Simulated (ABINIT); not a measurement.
Pd:

```
Pd
1.0
     2.78367    0.00000    0.00000
    -1.39183    2.41072    0.00000
     0.00000    0.00000    4.62889
Pd
2
Direct
  0.33333 0.66667 0.25000
  0.66667 0.33333 0.75000
```

This isn't the form of Pd at room conditions, which is fcc.

- Program: ABINIT 10.8.3 (patched build)
- Task: relaxation of cell and atoms
- Functional: PBEsol
- Potentials or basis: JTH PAW PBE v2.0
- Cutoff: 599 eV
- k mesh: 11 × 11 × 6
- Occupations: fermi-dirac, width 0.05 eV
- Spin: no spin polarisation

At the start: pressure -10.4 GPa; volume 15.53 Å³/atom.

**Question.** Where does the relaxation end?

**Answer.** Over 8 steps the energy falls by 32.1 meV/atom and the volume is 14.61 Å³/atom (-6.0 %); space group P6_3/mmc (No. 194, to 0.05 Å).

Step by step:
```tsv
step	energy change (eV)	largest force (eV/Å)	pressure (GPa)	volume (Å³)
1	0.0000	0.0000	-10.42	31.06
2	-0.0489	0.0000	-5.41	30.08
3	-0.0639	0.0000	0.71	29.11
4	-0.0641	0.0000	-0.06	29.22
5	-0.0641	0.0000	-0.01	29.21
6	-0.0642	0.0000	0.05	29.20
7	-0.0642	0.0000	0.02	29.21
8	-0.0642	0.0000	0.00	29.21
```

Final structure:
```
Pd
1.0
     2.72455    0.00000    0.00000
    -1.36228    2.35953    0.00000
     0.00000    0.00000    4.54382
Pd
2
Direct
  0.33333 0.66667 0.25000
  0.66667 0.33333 0.75000
```

Caveat: the PAW data sets were made with another functional, which shifts forces and pressure a little.
